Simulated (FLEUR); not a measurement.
# InSe (R3m) in FLEUR: further runs

The runs below take InSe through band structure, equation of state, with LDA.

All numbers are computed with FLEUR MaX-R8.1 (later development tree); they aren't measurements. Logs are shortened: lines on timing, memory, paths and dates and some standing lists are left out, and cuts for length are marked.

**The experiment to reproduce.**

“The Interaction of Hydrogen with the van der Waals Crystal γ-InSe”, 2020, pmc:7321205 reports, for a bulk crystal of InSe at 300 K: band gap 1.25 eV.

The results are compared with them further down.

## Step 1: Starting point

It takes space group R3m (No. 160, trigonal). Conventional cell: a = 4.000 Å, b = 4.000 Å, c = 25.320 Å, α = 90.00°, β = 90.00°, γ = 120.00°. Around In (site symmetry 3m) lie 3 Se at 2.63 Å and 1 In at 2.82 Å. Around In (site symmetry 3m) lie 3 Se at 2.64 Å and 1 In at 2.82 Å. Se (site symmetry 3m) has 3 In at 2.63 Å as nearest neighbours. Se (site symmetry 3m) has 3 In at 2.64 Å as nearest neighbours.

## Step 2: Band structure, LDA

inp.xml

```xml
<?xml version="1.0" encoding="UTF-8" standalone="no"?>
<fleurInput fleurInputVersion="0.39">
   <comment>
      InSe                                                                                                
   </comment>
   <calculationSetup>
      <cutoffs Kmax="4.38" Gmax="13.6" GmaxXC="13.6" numbands="0"/>
      <scfLoop itmax="60" minDistance="0.00001" maxIterBroyd="15" imix="Anderson" alpha="0.05" precondParam="0.0" spinf="2.0" sdNocoIR="T"/>
      <coreElectrons ctail="T" frcor="F" kcrel="0" coretail_lmax="0"/>
      <xcFunctional name="vwn" relativisticCorrections="F"/>
      <magnetism jspins="1"/>
      <soc l_soc="F" theta="0.0" phi="0.0" spav="F"/>
      <expertModes spex="0" secvar="F"/>
      <geometryOptimization l_f="F" forcealpha="1.0" forcemix="BFGS" epsdisp="0.00001" epsforce="0.00001"/>
      <ldaU l_linMix="F" mixParam="0.05" spinf="1.0"/>
   </calculationSetup>
   <cell>
      <bzIntegration valenceElectrons="74.0" mode="hist" fermiSmearingEnergy="0.00183747">
         <kPointListSelection listName="default-1"/>
         <!-- k-points included here -->
         <xi:include xmlns:xi="http://www.w3.org/2001/XInclude" href="kpts.xml"> </xi:include>
      </bzIntegration>
      <!-- symmetry operations included here -->
      <xi:include xmlns:xi="http://www.w3.org/2001/XInclude" href="sym.xml"> </xi:include>
      <bulkLattice scale="1.0">
[... 38 lines left out ...]
      </species>
   </atomSpecies>
   <atomGroups>
      <atomGroup species="Indium (In)">
         <relPos label="                   1">-.1114000000 -.1114000000 -.1114000000</relPos>
         <force calculate="T" relaxXYZ="TTT"/>
      </atomGroup>
      <atomGroup species="Indium (In)">
         <relPos label="                   2">.0000000000 .0000000000 .0000000000</relPos>
         <force calculate="T" relaxXYZ="TTT"/>
      </atomGroup>
      <atomGroup species="Selenium (Se)">
         <relPos label="                   3">.1719000000 .1719000000 .1719000000</relPos>
         <force calculate="T" relaxXYZ="TTT"/>
      </atomGroup>
      <atomGroup species="Selenium (Se)">
         <relPos label="                   4">.3835000000 .3835000000 .3835000000</relPos>
         <force calculate="T" relaxXYZ="TTT"/>
      </atomGroup>
   </atomGroups>
   <output dos="F" band="F" slice="F">
      <checks vchk="F" cdinf="F"/>
      <bandDOS minEnergy="-.5*Htr" maxEnergy="0.5*Htr" sigma="0.015" storeEVData="T"/>
      <vacuumDOS vacdos="F" integ="F" star="F" nstars="0" locx1="0.0" locy1="0.0" locx2="0.0" locy2="0.0" nstm="0" tworkf="0.0"/>
      <unfoldingBand unfoldBand="F" supercellX="1" supercellY="1" supercellZ="1"/>
      <plotting iplot="0" polar="F">
         <plot TwoD="T" vec1="  1.0  0.0  0.0" vec2="  0.0  1.0  0.0" vec3="  0.0  0.0  1.0" zero="  0.0  0.0  0.0" file="plot"/>
      </plotting>
      <chargeDensitySlicing numkpt="0" minEigenval="0.0" maxEigenval="0.0" nnne="0" pallst="F"/>
      <specialOutput eonly="F"/>
      <moessbauerParams electricFieldGradient="T" isomerShift="T" coreHyperfine="T" valenceHyperfine="T"/>
      <magneticCircularDichroism mcd="F" energyLo="-10.0" energyUp="0.0"/>
   </output>
  <!-- We include the file relax.xml here to enable relaxations (see documentation) -->
  <xi:include xmlns:xi="http://www.w3.org/2001/XInclude" href="relax.xml"> <xi:fallback/> </xi:include>
</fleurInput>
```

crystal.txt

```
InSe
&input cartesian=F /
2.0000000000  1.1547005384  8.4400000000
-2.0000000000  1.1547005384  8.4400000000
0.0000000000  -2.3094010768  8.4400000000
1.8897261246
1.0 1.0 1.0

4
49 0.8886000000  0.8886000000  0.8886000000
49 0.0000000000  0.0000000000  0.0000000000
34 0.1719000000  0.1719000000  0.1719000000
34 0.3835000000  0.3835000000  0.3835000000

&kpt div1=8 div2=8 div3=8 gamma=T /
```

inp.xml (bands)

```
<?xml version="1.0" encoding="UTF-8" standalone="no"?>
<fleurInput fleurInputVersion="0.39">
   <comment>
      InSe                                                                                                
   </comment>
   <calculationSetup>
      <cutoffs Kmax="4.38" Gmax="13.6" GmaxXC="13.6" numbands="0"/>
      <scfLoop itmax="60" minDistance="0.00001" maxIterBroyd="15" imix="Anderson" alpha="0.05" precondParam="0.0" spinf="2.0" sdNocoIR="T"/>
      <coreElectrons ctail="T" frcor="F" kcrel="0" coretail_lmax="0"/>
      <xcFunctional name="vwn" relativisticCorrections="F"/>
      <magnetism jspins="1"/>
      <soc l_soc="F" theta="0.0" phi="0.0" spav="F"/>
      <expertModes spex="0" secvar="F"/>
      <geometryOptimization l_f="F" forcealpha="1.0" forcemix="BFGS" epsdisp="0.00001" epsforce="0.00001"/>
      <ldaU l_linMix="F" mixParam="0.05" spinf="1.0"/>
   </calculationSetup>
   <cell>
      <bzIntegration valenceElectrons="74.0" mode="hist" fermiSmearingEnergy="0.00183747">
         <kPointListSelection listName="path-1"/>
         <!-- k-points included here -->
         <xi:include xmlns:xi="http://www.w3.org/2001/XInclude" href="kpts.xml"> </xi:include>
      </bzIntegration>
      <!-- symmetry operations included here -->
      <xi:include xmlns:xi="http://www.w3.org/2001/XInclude" href="sym.xml"> </xi:include>
      <bulkLattice scale="1.0">
         <bravaisMatrix>
[... 39 lines left out ...]
   <atomGroups>
      <atomGroup species="Indium (In)">
         <relPos label="                   1">-.1114000000 -.1114000000 -.1114000000</relPos>
         <force calculate="T" relaxXYZ="TTT"/>
      </atomGroup>
      <atomGroup species="Indium (In)">
         <relPos label="                   2">.0000000000 .0000000000 .0000000000</relPos>
         <force calculate="T" relaxXYZ="TTT"/>
      </atomGroup>
      <atomGroup species="Selenium (Se)">
         <relPos label="                   3">.1719000000 .1719000000 .1719000000</relPos>
         <force calculate="T" relaxXYZ="TTT"/>
      </atomGroup>
      <atomGroup species="Selenium (Se)">
         <relPos label="                   4">.3835000000 .3835000000 .3835000000</relPos>
         <force calculate="T" relaxXYZ="TTT"/>
      </atomGroup>
   </atomGroups>
   <output dos="F" band="T" slice="F">
      <checks vchk="F" cdinf="F"/>
      <bandDOS minEnergy="-.5*Htr" maxEnergy="0.5*Htr" sigma="0.015" storeEVData="T"/>
      <vacuumDOS vacdos="F" integ="F" star="F" nstars="0" locx1="0.0" locy1="0.0" locx2="0.0" locy2="0.0" nstm="0" tworkf="0.0"/>
      <unfoldingBand unfoldBand="F" supercellX="1" supercellY="1" supercellZ="1"/>
      <plotting iplot="0" polar="F">
         <plot TwoD="T" vec1="  1.0  0.0  0.0" vec2="  0.0  1.0  0.0" vec3="  0.0  0.0  1.0" zero="  0.0  0.0  0.0" file="plot"/>
      </plotting>
      <chargeDensitySlicing numkpt="0" minEigenval="0.0" maxEigenval="0.0" nnne="0" pallst="F"/>
      <specialOutput eonly="F"/>
      <moessbauerParams electricFieldGradient="T" isomerShift="T" coreHyperfine="T" valenceHyperfine="T"/>
      <magneticCircularDichroism mcd="F" energyLo="-10.0" energyUp="0.0"/>
   </output>
  <!-- We include the file relax.xml here to enable relaxations (see documentation) -->
  <xi:include xmlns:xi="http://www.w3.org/2001/XInclude" href="relax.xml"> <xi:fallback/> </xi:include>
</fleurInput>
```

Potentials or basis: all-electron, FLAPW.

The run is started by

```sh
$ inpgen -f crystal.txt -profile fastHighL
$ # inp.xml edited to the form shown
$ fleur_MPI
$ fleur_MPI   # second run, on inp.xml (bands)
```

Output:

```text
Welcome to FLEUR        (www.flapw.de)
      MaX-Release 8.1          (www.max-centre.eu)

 ========== k-point set info ==========
 Selected k-point list: default-1
 k-point list type: mesh
 8 x 8 x 8
 Number of k points: 65

 ------------Calculation Setup---------------------------
 Number of MPI-tasks      :            1
 Number of PE/node        :            1
 Number of OMP-threads    :            1
 Most efficient MPI parallelization for:
           1           5          13          65
 Additional eigenvalue parallelization possible
 Number of basis functions:         1272
 Approximate size of matrices (H+S) per k-point:         0.048 GB
 --------------------------------------------------------
 Iteration:     1   Distance:       5.58303862 me/bohr^3
 Iteration:     2   Distance:       5.08345156 me/bohr^3
 Iteration:     3   Distance:       3.14387674 me/bohr^3
 Iteration:     4   Distance:       1.58618780 me/bohr^3
 Iteration:     5   Distance:       1.20723676 me/bohr^3
 Iteration:     6   Distance:       0.43287890 me/bohr^3
 Iteration:     7   Distance:       0.34112762 me/bohr^3
 Iteration:     8   Distance:       0.05206646 me/bohr^3
 Iteration:     9   Distance:       0.01505683 me/bohr^3
 Iteration:    10   Distance:       0.00813617 me/bohr^3
 Iteration:    11   Distance:       0.00311978 me/bohr^3
 Iteration:    12   Distance:       0.00183630 me/bohr^3
 Iteration:    13   Distance:       0.00130556 me/bohr^3
 Iteration:    14   Distance:       0.00021128 me/bohr^3
 Iteration:    15   Distance:       0.00009774 me/bohr^3
 Iteration:    16   Distance:       0.00008885 me/bohr^3
 Iteration:    17   Distance:       0.00005367 me/bohr^3
 Iteration:    18   Distance:       0.00001667 me/bohr^3
 Iteration:    19   Distance:       0.00000447 me/bohr^3

 ********************************************************************
 Run finished successfully
 Stop message:
   all done
 ********************************************************************
```

Wall time 27 min (1 thread of Intel Xeon Platinum 8488C (Sapphire Rapids), shared host); peak memory 0.26 GiB.

Results:

```
Free energy                                           : -451994.7305 eV
Band gap on the k mesh                                : 0.22 eV, direct
Band gap along the path                               : 0.22 eV, direct
Valence electrons inside the program's atomic spheres : In 18.87; Se 14.02 (radii In 2.37, Se 2.24 bohr)
```

Levels at the corners of the path, in eV from the valence-band top:
```tsv
point	band 34	band 35	band 36	band 37	band 38	band 39	band 40	band 41
Γ	-1.30	-1.30	-1.20	-1.20	1.56	1.92	4.32	4.32
L	-2.41	-2.34	-2.24	-1.70	1.10	1.84	3.53	3.89
B1	-3.70	-2.54	-2.26	-1.77	1.66	2.32	3.30	4.31
B	-3.70	-2.54	-2.26	-1.77	1.66	2.32	3.30	4.31
Z	-1.37	-1.13	-1.13	0.00	0.22	1.99	4.23	4.23
Γ	-1.30	-1.30	-1.20	-1.20	1.56	1.92	4.32	4.32
X	-3.71	-2.58	-2.23	-1.75	1.72	2.22	3.33	4.27
Q	-3.71	-2.58	-2.23	-1.75	1.72	2.22	3.33	4.27
F	-2.68	-2.51	-2.05	-1.53	1.03	1.89	3.18	3.52
P1	-2.60	-2.48	-2.08	-1.66	1.26	1.71	3.25	3.68
Z	-1.37	-1.13	-1.13	0.00	0.22	1.99	4.23	4.23
L	-2.41	-2.34	-2.24	-1.70	1.10	1.84	3.53	3.89
P	-2.60	-2.48	-2.08	-1.66	1.26	1.71	3.25	3.68
```

Core levels (eV from the Fermi level):
| atom | levels |
| --- | --- |
| 1 In | 1s1/2 -27699.8, 2s1/2 -4143.7, 2p1/2 -3866.2, 2p3/2 -3655.6, 3s1/2 -782.4, 3p1/2 -670.2, 3p3/2 -632.2, 3d3/2 -433.0, 3d5/2 -425.2 |
| 2 In | 1s1/2 -27699.8, 2s1/2 -4143.7, 2p1/2 -3866.2, 2p3/2 -3655.6, 3s1/2 -782.4, 3p1/2 -670.2, 3p3/2 -632.2, 3d3/2 -433.0, 3d5/2 -425.2 |
| 3 Se | 1s1/2 -12473.8, 2s1/2 -1598.3, 2p1/2 -1434.7, 2p3/2 -1393.0, 3s1/2 -206.9, 3p1/2 -150.9, 3p3/2 -145.1 |
| 4 Se | 1s1/2 -12473.8, 2s1/2 -1598.3, 2p1/2 -1434.7, 2p3/2 -1393.0, 3s1/2 -206.9, 3p1/2 -150.9, 3p3/2 -145.1 |

Caveat: spin-orbit coupling is left out, which moves the levels of the heavy elements.

## Step 3: Equation of state, LDA, 27.48 Å³/atom (volume scaled by 0.94)

Changes to inp.xml since step 2:

```diff
@@ -6,3 +6,3 @@
    <calculationSetup>
-      <cutoffs Kmax="4.38" Gmax="13.6" GmaxXC="13.6" numbands="0"/>
+      <cutoffs Kmax="4.52" Gmax="14.0" GmaxXC="14.0" numbands="0"/>
       <scfLoop itmax="60" minDistance="0.00001" maxIterBroyd="15" imix="Anderson" alpha="0.05" precondParam="0.0" spinf="2.0" sdNocoIR="T"/>
@@ -24,3 +24,3 @@
       <xi:include xmlns:xi="http://www.w3.org/2001/XInclude" href="sym.xml"> </xi:include>
-      <bulkLattice scale="1.0">
+      <bulkLattice scale="0.9795861087">
          <bravaisMatrix>
@@ -34,3 +34,3 @@
       <species name="Indium (In)" element="In" atomicNumber="49">
-         <mtSphere radius="2.37" gridPoints="783" logIncrement="0.016"/>
+         <mtSphere radius="2.3" gridPoints="783" logIncrement="0.016"/>
          <atomicCutoffs lmax="9" lnonsphr="9"/>
@@ -50,3 +50,3 @@
       <species name="Selenium (Se)" element="Se" atomicNumber="34">
-         <mtSphere radius="2.24" gridPoints="741" logIncrement="0.017"/>
+         <mtSphere radius="2.17" gridPoints="741" logIncrement="0.017"/>
          <atomicCutoffs lmax="9" lnonsphr="9"/>
```

Potentials or basis: all-electron, FLAPW.

The run is started by

```sh
$ inpgen -f crystal.txt -profile fastHighL
$ # inp.xml edited to the form shown
$ fleur_MPI
```

Run time: 28 min. Hardware: 1 thread of Intel Xeon Platinum 8488C (Sapphire Rapids), shared host; peak memory 0.28 GiB.

It converged, with:

- Free energy: -451994.7240 eV
- Band gap on the k mesh: 0.38 eV, direct
- Valence electrons inside the program's atomic spheres: In 18.73; Se 13.84 (radii In 2.3, Se 2.17 bohr)

Caveat: spin-orbit coupling is left out, which moves the levels of the heavy elements.

## Step 4: Equation of state, LDA, 28.07 Å³/atom (volume scaled by 0.96)

Changes to inp.xml since step 3:

```diff
@@ -24,3 +24,3 @@
       <xi:include xmlns:xi="http://www.w3.org/2001/XInclude" href="sym.xml"> </xi:include>
-      <bulkLattice scale="0.9795861087">
+      <bulkLattice scale="0.9864848297">
          <bravaisMatrix>
```

The run is started by

```sh
$ inpgen -f crystal.txt -profile fastHighL
$ # inp.xml edited to the form shown
$ fleur_MPI
```

It took 32 min on 1 thread of Intel Xeon Platinum 8488C (Sapphire Rapids), shared host; peak memory 0.28 GiB.

The run converged. Its results:

```
Free energy                                           : -451994.7426 eV
Band gap on the k mesh                                : 0.32 eV, direct
Valence electrons inside the program's atomic spheres : In 18.72, 18.71; Se 13.82 (radii In 2.3, Se 2.17 bohr)
```

Caveat: spin-orbit coupling is left out, which moves the levels of the heavy elements.

## Step 5: Comparison with measurements

Step 2. Against the measured gap of InSe, 1.25 eV (300 K; “The Interaction of Hydrogen with the van der Waals Crystal γ-InSe”, 2020, pmc:7321205), the calculated 0.22 eV is off by -1.03 eV. So large a miss can be the level of theory's own, or it may mean another phase, state or a wrong row. Spin-orbit coupling on In, Se is left out. The value is that of LDA, without temperature or zero-point motion. Semilocal functionals fall short of measured gaps as a rule.
